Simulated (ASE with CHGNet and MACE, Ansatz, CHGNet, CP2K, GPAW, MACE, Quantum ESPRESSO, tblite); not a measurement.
# Running P6_3/mmc (COD entry) MoS2, displaced supercell (54 atoms) with machine-learned potentials

Aim: run P6_3/mmc (COD entry) MoS2, displaced supercell (54 atoms) in machine-learned potentials and see how near its forces come to a plane-wave reference, and at what cost.

Calculated with ASE with CHGNet and MACE; the method is named at each step.

The database entry behind the starting cell differs from later determinations by our own check (about 0.3 % long), so it need not match the best structure at ambient conditions.

## Step 1: Starting point

The cell holds 54 atoms: 18 Mo and 36 S. Cell: a = 9.507 Å, b = 9.507 Å, c = 12.324 Å, α = 90.0°, β = 90.0°, γ = 120.0°. It derives from MoS2 (P6_3/mmc (measured, COD)), repeated 3×3×1. P6_3/mmc (COD entry) MoS2 (cell 3.169, 3.169, 12.32, 90, 90, 120), 3 x 3 x 1 conventional cells; every coordinate displaced by a Gaussian of 0.05 Å. Then every atom was moved at random, 0.02 Å r.m.s. a Cartesian component.

The yardstick, on the same geometry:

| Quantity | Value |
| --- | --- |
| method | Kohn-Sham DFT, PBE, SSSP efficiency 1.3.0 pseudopotentials, plane waves (Quantum ESPRESSO 7.5); sssp-pbe-1.3.0-efficiency, cutoffs 45/360 Ry, Γ point |
| r.m.s. force component | 1.188 eV/Å |
| longest force | 4.818 eV/Å |
| pressure | 4.529 GPa |
| gap (highest filled to lowest empty level) | 0.8429 eV |
| time | 3.4 min on 2 MPI ranks of Arm Neoverse V1, shared host |
| CPU time | 6.8 min |

## Step 2: CHGNet 0.3.0 potential

Method: machine-learned interatomic potential CHGNet 0.3.0, trained on PBE(+U) plane-wave data.

File run.py:

```python
import numpy as np
from ase.io import read
import mlip  # loads the published weights by name

atoms = read("structure.xyz")
atoms.calc = mlip.calc("chgnet-0.3.0")
energy = atoms.get_potential_energy()
forces = atoms.get_forces()
print(f"energy {energy:.6f} eV")
print("forces (eV/A)")
for i, (a, f) in enumerate(zip(atoms, forces)):
    print(f"{i:4d} {a.symbol:2s} {f[0]:10.5f} {f[1]:10.5f} {f[2]:10.5f}")
stress = -atoms.get_stress(voigt=False) * 160.21766
print("stress (GPa, compression positive)")
for row in stress:
    print(" ".join(f"{x:10.4f}" for x in row))
```

File structure.xyz:

```xyz
54
Lattice="9.50700 0.00000 0.00000 -4.75350 8.23330 0.00000 0.00000 0.00000 12.32400" Properties=species:S:1:pos:R:3 pbc="T T T"
Mo 0.03418 1.85653 3.03429
Mo 1.55254 0.87940 9.11052
S 0.05590 1.74250 7.71396
S 1.53105 0.87890 1.51326
S 1.60564 1.01187 4.54386
S -0.00395 1.86361 10.79545
Mo -1.53766 4.59221 3.09111
Mo 0.02339 3.64620 9.21133
S -1.53229 4.63741 7.63891
S 0.02657 3.70210 1.47605
S 0.07729 3.76575 4.63752
S -1.56984 4.64103 10.80741
Mo -3.08640 7.37531 2.96799
Mo -1.62703 6.29024 9.25717
S -3.24374 7.33842 7.60982
S -1.63577 6.37965 1.56724
S -1.58681 6.45622 4.64800
S -3.08545 7.34962 10.78067
Mo 3.16664 1.82195 3.03836
Mo 4.75911 0.90352 9.32076
S 3.23756 1.78753 7.63607
S 4.69508 0.84449 1.56145
S 4.82870 0.83848 4.62754
S 3.17886 1.83487 10.75183
Mo 1.60649 4.52469 3.20202
Mo 3.17762 3.65954 9.26777
S 1.67152 4.57953 7.72604
S 3.14553 3.67872 1.56490
S 3.12153 3.65559 4.67363
S 1.60526 4.61411 10.77894
Mo 0.08975 7.35382 3.13005
Mo 1.64927 6.35989 9.23314
S -0.01935 7.32838 7.67415
S 1.53220 6.37661 1.45744
S 1.49887 6.41308 4.58983
S 0.06061 7.27997 10.81579
Mo 6.33485 1.77107 3.11354
Mo 7.96439 0.91225 9.23326
S 6.36056 1.82829 7.58000
S 7.98303 0.96494 1.50538
S 7.88991 0.99549 4.47053
S 6.28869 1.81643 10.79348
Mo 4.80227 4.60768 3.19155
Mo 6.37682 3.56617 9.22316
S 4.79566 4.53103 7.73960
S 6.31983 3.62487 1.49182
S 6.27001 3.67625 4.63912
S 4.77964 4.49011 10.81382
Mo 3.12001 7.30343 3.09221
Mo 4.81054 6.43087 9.26691
S 3.20933 7.33809 7.66158
S 4.73696 6.36829 1.57377
S 4.83811 6.41160 4.65231
S 3.13812 7.28211 10.77586
```

Run with:

```sh
$ OMP_NUM_THREADS=1 python run.py > output.txt
```

The log of the run:

```text
CHGNet v0.3.0 initialized with 412,525 parameters
CHGNet will run on cpu
energy -404.233643 eV
forces (eV/A)
   0 Mo   -0.29133    0.70164   -0.13827
   1 Mo    1.29826    0.15443    1.84798
   2 S    -0.86515    0.95982   -1.48762
   3 S     0.51538    0.72342   -1.29908
   4 S    -0.04405   -0.71941    1.02913
   5 S     0.20204   -0.28280   -0.23189
   6 Mo   -0.73718   -0.14205   -0.22892
   7 Mo   -0.01496    0.43904    0.40608
   8 S    -0.23100   -0.86367    0.00919
   9 S     0.02261   -0.03604    0.39712
  10 S    -1.04650   -1.08823    0.98940
  11 S     0.02733   -1.10628    0.15576
  12 Mo   -1.30168   -0.69163    2.18227
  13 Mo    0.71594    1.96815   -0.88446
  14 S     0.51090   -0.74224    0.19066
  15 S     1.04706   -0.12803   -1.03420
  16 S     0.11771   -0.11656   -0.14901
  17 S    -0.56206   -0.11312    0.26969
  18 Mo    0.19706    0.31337    0.44966
  19 Mo    0.09659   -0.35012   -1.84950
  20 S    -0.24564    0.26686    0.40826
  21 S     0.57985    0.45549   -1.00990
  22 S    -0.66254    0.90743    0.91168
  23 S    -0.55042   -0.25767    0.59303
[...]
46 S     1.00623   -0.38329    0.76158
  47 S     0.19240    0.47415   -0.13314
  48 Mo    0.62517   -0.03045   -0.79926
  49 Mo   -0.37852   -0.53062   -0.06078
  50 S     0.10901   -0.24664    0.16740
  51 S     0.00787    0.12469   -0.57692
  52 S    -0.39576    0.63791   -0.02808
  53 S     0.60382    0.25813    0.44919
stress (GPa, compression positive)
    4.5089    -0.4897     0.0161
   -0.4897     4.5562    -0.7377
    0.0161    -0.7377     5.8990
```

Elapsed: 4.4 s, on 1 thread of Arm Neoverse V1, shared host; peak memory 0.63 GiB.

Banners, paths, timers and routine set-up lines are dropped from the logs unmarked, and long logs keep their key lines alone; longer cuts are marked.

Numbers from this run, and their distance from the reference:

```
r.m.s. force component                  : 0.7808 eV/Å
r.m.s. difference of force components   : 462.3 meV/Å
longest difference of force vectors     : 1999 meV/Å
force difference over r.m.s. force      : 38.9 %
slope of forces against the reference's : 0.6402
correlation of force components         : 0.9743
pressure                                : 4.988 GPa
pressure difference                     : 0.4593 GPa
```

Length of the force difference by element (eV/Å):

```tsv
element	atoms	mean	most
Mo	18	1.0	2.0
S	36	0.51	0.92
```

A closer look about Mo25, which bears the longest force: 13 atoms, nearest first, numbered in the order of the input, with positions taken from that point.

```tsv
atom	x	y	z	distance (Å)	bonds	Fx	Fy	Fz (eV/Å)
Mo25	0.00	0.00	0.00	0.00	6	-0.06	1.16	-2.76
S11	-1.53	-0.76	1.44	2.23	3	-1.05	-1.09	0.99
S29	1.52	-0.87	1.47	2.28	3	0.88	-0.38	0.65
S35	-0.11	1.89	1.39	2.35	3	1.20	-0.13	1.81
S28	1.54	-0.85	-1.64	2.40	3	0.43	0.02	-0.05
S10	-1.58	-0.82	-1.73	2.48	3	0.02	-0.04	0.40
S34	-0.07	1.85	-1.74	2.55	3	0.57	-0.05	0.80
Mo1	-1.57	-2.67	-0.17	3.10	6	-0.29	0.70	-0.14
Mo19	1.56	-2.70	-0.16	3.13	6	0.20	0.31	0.45
Mo7	-3.14	0.07	-0.11	3.15	6	-0.74	-0.14	-0.23
Mo49	1.51	2.78	-0.11	3.17	6	0.63	-0.03	-0.80
Mo43	3.20	0.08	-0.01	3.20	6	-0.90	-0.51	-1.59
Mo31	-1.52	2.83	-0.07	3.21	6	-1.70	-0.98	-1.51
```

Atoms are counted from 1 here, from 0 in the log.

Forces lie 39 % from the reference's, at 0.0094 times its CPU time (on 1 against 2 cores).

## Step 3: MACE MPA-0 medium potential

Method: machine-learned interatomic potential MACE MPA-0 medium, trained on PBE(+U) plane-wave data.

Edit run.py of step 2 so:

```diff
@@ -5,3 +5,3 @@
 atoms = read("structure.xyz")
-atoms.calc = mlip.calc("chgnet-0.3.0")
+atoms.calc = mlip.calc("mace-mpa-0-medium")
 energy = atoms.get_potential_energy()
```

structure.xyz is that of step 2.

The log of the run:

```text
energy -385.810954 eV
forces (eV/A)
   0 Mo   -0.35063    1.29696   -0.02096
   1 Mo    2.04874    0.22964    3.28470
   2 S    -1.42272    1.63463   -2.23814
   3 S     0.80155    1.17577   -1.82051
   4 S    -0.17228   -1.24024    1.30967
   5 S     0.53945   -0.55262   -0.16690
   6 Mo   -1.22096   -0.55656   -0.17771
   7 Mo   -0.25752    0.48775    0.38534
   8 S    -0.33803   -1.31411   -0.16709
   9 S     0.21526    0.07837    0.80179
  10 S    -1.79546   -1.81730    1.50389
  11 S     0.07646   -1.84534    0.54997
  12 Mo   -2.09519   -1.12633    3.55561
  13 Mo    1.15086    3.05253   -1.44095
  14 S     0.90998   -1.15551   -0.00162
  15 S     1.89637   -0.04564   -1.36403
  16 S    -0.04956   -0.12287   -0.32393
  17 S    -0.81378    0.14087    0.21841
  18 Mo    0.44625    0.52799    0.51265
  19 Mo    0.43094   -0.38427   -2.80794
  20 S    -0.12055    0.37310    0.68496
  21 S     0.99647    0.61384   -1.09974
  22 S    -1.16583    1.41990    1.45519
  23 S    -1.01867   -0.50798    0.65142
[...]
46 S     1.84375   -0.69312    0.92924
  47 S     0.27474    0.76889   -0.13661
  48 Mo    0.81299   -0.12152   -1.19027
  49 Mo   -0.72749   -0.85431    0.00875
  50 S    -0.08161   -0.46985    0.17436
  51 S    -0.01672    0.14260   -0.39551
  52 S    -0.36567    1.22639   -0.09914
  53 S     0.94188    0.46416    0.63723
stress (GPa, compression positive)
    7.0640    -0.8941     0.1939
   -0.8941     7.3791    -1.3621
    0.1939    -1.3621     7.1734
```

It took 8.5 s on 1 thread; peak memory 0.78 GiB.

Against the reference:

```
r.m.s. force component                  : 1.236 eV/Å
r.m.s. difference of force components   : 212.5 meV/Å
longest difference of force vectors     : 733.4 meV/Å
force difference over r.m.s. force      : 17.89 %
slope of forces against the reference's : 1.025
correlation of force components         : 0.9854
pressure                                : 7.205 GPa
pressure difference                     : 2.677 GPa
```

Against the first run (39 %), the force difference from the reference is 18 %, at 2.1 times the CPU time.

## Step 4: MACE MP-0b3 medium potential

Method: machine-learned interatomic potential MACE MP-0b3 medium, trained on PBE(+U) plane-wave data.

Edit run.py of step 3 so:

```diff
@@ -5,3 +5,3 @@
 atoms = read("structure.xyz")
-atoms.calc = mlip.calc("mace-mpa-0-medium")
+atoms.calc = mlip.calc("mace-mp-0b3-medium")
 energy = atoms.get_potential_energy()
```

structure.xyz is that of step 3.

The log of the run:

```text
energy -386.238232 eV
forces (eV/A)
   0 Mo   -0.29677    1.02234   -0.14358
   1 Mo    1.63952    0.18540    2.44464
   2 S    -1.19932    1.38296   -1.83653
   3 S     0.56105    0.92044   -1.48867
   4 S    -0.12534   -0.98555    1.19851
   5 S     0.37048   -0.40575   -0.08708
   6 Mo   -0.91562   -0.39110   -0.17178
   7 Mo   -0.16057    0.40986    0.22031
   8 S    -0.29513   -1.11575   -0.12175
   9 S     0.09764   -0.06304    0.62109
  10 S    -1.49307   -1.43785    1.26155
  11 S     0.02828   -1.49052    0.39554
  12 Mo   -1.58957   -0.84377    2.51174
  13 Mo    0.83933    2.23782   -1.02212
  14 S     0.75258   -0.91426    0.02197
  15 S     1.39352   -0.10743   -1.09499
  16 S    -0.00947   -0.07562   -0.16452
  17 S    -0.66049    0.08456    0.19407
  18 Mo    0.32986    0.45113    0.30821
  19 Mo    0.21612   -0.33639   -2.05669
  20 S    -0.17717    0.27824    0.51496
  21 S     0.82818    0.50852   -0.97065
  22 S    -0.95280    1.22199    1.23129
  23 S    -0.80764   -0.40188    0.54166
[...]
46 S     1.43135   -0.54692    0.71243
  47 S     0.21944    0.67557   -0.11186
  48 Mo    0.52768   -0.12949   -0.96170
  49 Mo   -0.48325   -0.59216   -0.00518
  50 S    -0.07354   -0.35902    0.09985
  51 S     0.00525    0.13888   -0.32556
  52 S    -0.36665    0.94386   -0.02025
  53 S     0.75588    0.39462    0.49086
stress (GPa, compression positive)
    5.0588    -0.7376     0.2266
   -0.7376     5.2913    -0.9698
    0.2266    -0.9698     6.5880
```

It took 7.9 s on 1 thread; peak memory 0.79 GiB.

Against the reference:

```yaml
r_m_s_force_component: 0.9613 eV/Å
r_m_s_difference_of_force_components: 320.4 meV/Å
longest_difference_of_force_vectors: 1448 meV/Å
force_difference_over_r_m_s_force: 26.96 %
slope_of_forces_against_the_reference_s: 0.7909
correlation_of_force_components: 0.9776
pressure: 5.646 GPa
pressure_difference: 1.117 GPa
```

Against the first run (39 %), the force difference from the reference is 27 %, at 2.1 times the CPU time.

## Step 5: The ladder

Differences are against the plane-wave reference, forces as r.m.s. over components; share is that over the reference's r.m.s. force, slope the least-squares factor from reference forces to these. Total energies of different programs have different zeros and aren't compared.

```tsv
run	Δ force, r.m.s. (meV/Å)	share (%)	slope	Δ pressure (GPa)	cores	CPU time	memory (GiB)
reference	-	-	-	-	2	6.8 min	2.2
CHGNet 0.3.0 potential	462	38.9	0.640	0.459	1	3.8 s	0.63
MACE MPA-0 medium potential	213	17.9	1.025	2.68	1	8.1 s	0.78
MACE MP-0b3 medium potential	320	27.0	0.791	1.12	1	7.8 s	0.79
```

Times of the machine-learned potentials are mostly Python's start and the loading of weights.

CPU time is summed over cores on a shared host, where runs went side by side, so it is rough. Symmetry, cutoffs, thresholds, outputs and thread counts weren't matched or tuned between programs; memory under MPI is the largest rank's times the ranks.

## Step 6: Summary of results

```
nearest in forces : MACE MPA-0 medium potential, 18 %
its CPU time      : 8.1 s
```

**Reading.** Machine-learned potentials differ by 18 % (MACE MPA-0 medium potential) to 39 % (CHGNet 0.3.0 potential); they were trained on other programs' data. Among those trained on PBE data the slope goes as low as 0.64, which softening far from their training structures can give, though the reference's k-sampling is untested too. The reference's pressure holds the uncorrected Pulay stress of its 45 Ry basis, so small pressure differences, and their order, may be the reference's own error. Machine-learned potentials mimic data converged in k, so the reference's own k-point error enters their differences. The reference's pressure of 4.5 GPa belongs to a cell and atoms that aren't relaxed at this level. The runs have no spin polarisation, so any moments at edges, vacancies or dangling bonds can't form. The electronic-structure runs sample only Γ, in a cell whose shortest periodic width is 8 Å.

[Also dropped from logs without a mark: logging warnings of Python, and SIESTA's first energy breakdown and zero terms.]

[Logs are printed without paths, hosts, clocks, repeated set-up lines and the standing remarks that a program may print on its own settings, such as how far it seeks lower states.]

[Hosts, paths, dates, database ids (printed as entryN), source tags and the programs' standing remarks are cut or masked in the printed files.]
